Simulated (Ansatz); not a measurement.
# TiSi2: the cost of one run

Program: Ansatz 0.2.0. Level of theory: DFT PBE, scalar-relativistic, plane waves, PAW. These are calculated values, not measurements.

1 further run of the same task is left out (it didn't finish).

## (1) Starting point

The structure is orthorhombic, space group Fddd (No. 70). Conventional cell: a = 4.773 Å, b = 8.236 Å, c = 8.523 Å, α = 90.00°, β = 90.00°, γ = 90.00°. Around Ti (site symmetry 222) lie 10 Si at 2.54 to 2.75 Å. Around Si (site symmetry 2) lie 5 Ti at 2.54 to 2.75 Å and 5 Si at 2.54 to 2.75 Å.

As a file:

```
CELL_PARAMETERS angstrom
2.38650 4.11800 0.00000
2.38650 -4.11800 0.00000
-2.38650 0.00000 -4.26150
ATOMIC_POSITIONS crystal
Ti 0.75000 0.25000 0.50000
Ti 0.50000 0.50000 0.00000
Si 0.08300 0.91700 0.50000
Si 0.41700 0.58300 0.50000
Si 0.16700 0.83300 0.00000
Si 0.83300 0.16700 0.00000
```

The structure comes from the Crystallography Open Database.

## (2) The base run

input.yaml

```yaml
crystal:
  lattice:
    - [2.3865, 4.118, 0.0]
    - [2.3865, -4.118, 0.0]
    - [-2.3865, 0.0, -4.2615]
  atoms:
    - { symbol: Ti, position: [0.75, 0.25, 0.5] }
    - { symbol: Ti, position: [0.5, 0.5, 0.0] }
    - { symbol: Si, position: [0.083, 0.917, 0.5] }
    - { symbol: Si, position: [0.417, 0.583, 0.5] }
    - { symbol: Si, position: [0.167, 0.833, 0.0] }
    - { symbol: Si, position: [0.833, 0.167, 0.0] }
basis:
  ecutwfc: 500
  fft_grid_basis: typed
kpoints:
  mp_grid: { grid: [10, 10, 10] }
hamiltonian:
  xc: pbe
  pseudopotentials: { kind: paw }
scf:
  occupations: { method: gaussian, width: 0.05 }
output:
  forces: true
  stress: true
  eigenvalues: true
  bader: true
  write_density: true
  volumetric_format: npy
  elf: true
```

Launch:

```bash
$ ansatz run input.yaml --threads 2 --pin off --max-ram 4096MiB --backend cpu --events-out ev --progress --plain --runs-dir out
```

Q: Estimate wall time and peak memory on 2 threads of AMD EPYC 9R45 (Zen 5), shared host.

About 36 s, with a peak of 0.69 GiB.
